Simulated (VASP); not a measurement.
Wanted: the native input for a VASP 6.6.1 run.

* Task: single point
* Functional: PBEsol
* Potentials or basis: VASP PAW PBE potentials, release 64 (Li_sv, F)
* Cutoff: 520 eV
* k mesh: 9 × 9 × 6
* Occupations: gaussian, width 0.05 eV
* Spin: no spin polarisation
* Dipole correction: no
* Further INCAR settings: ALGO = Fast; EDIFF = 1e-06; NBANDS = 18

The structure of LiF lies in POSCAR:

```
LiF
1.0
    3.0609398175      0.0000000000      0.0000000000
   -1.5304699087      2.6508516414      0.0000000000
    0.0000000000      0.0000000000      4.8073245700
Li F
2 2
Direct
    0.3333333333      0.6666666667      0.3811542600
    0.6666666667      0.3333333333      0.8811542600
    0.3333333333      0.6666666667      0.9938437400
    0.6666666667      0.3333333333      0.4938437400
```

Measurements of this composition are mostly on another form, of space group No. 225.

The input as run:

INCAR

```
SYSTEM = LiF
PREC = Accurate
ENCUT = 520
EDIFF = 1E-6
ISMEAR = 0
SIGMA = 0.05
LREAL = .FALSE.
LASPH = .TRUE.
NELM = 80
ALGO = Fast
ISIF = 2
LWAVE = .FALSE.
LCHARG = .FALSE.
GGA = PS
NBANDS = 18
```

KPOINTS

```
Automatic mesh
0
G
  9 9 6
  0 0 0
```

Potentials or basis: VASP PAW PBE potentials, release 64 (Li_sv, F).

Launch:

```console
$ cat potpaw_PBE.64/Li_sv/POTCAR potpaw_PBE.64/F/POTCAR > POTCAR
$ mpirun -np 1 vasp_std > vasp.out
```

Results of the run:

```yaml
Band_gap_on_the_k_mesh: 7.74 eV, direct
```

Caveat: an odd mesh through Γ misses points on the zone boundary, where band edges often lie.

Run time: 30 s on 1 thread of AMD EPYC 9R45 96-Core Processor (Zen 5), with other jobs on the host, peak memory 0.13 GiB.
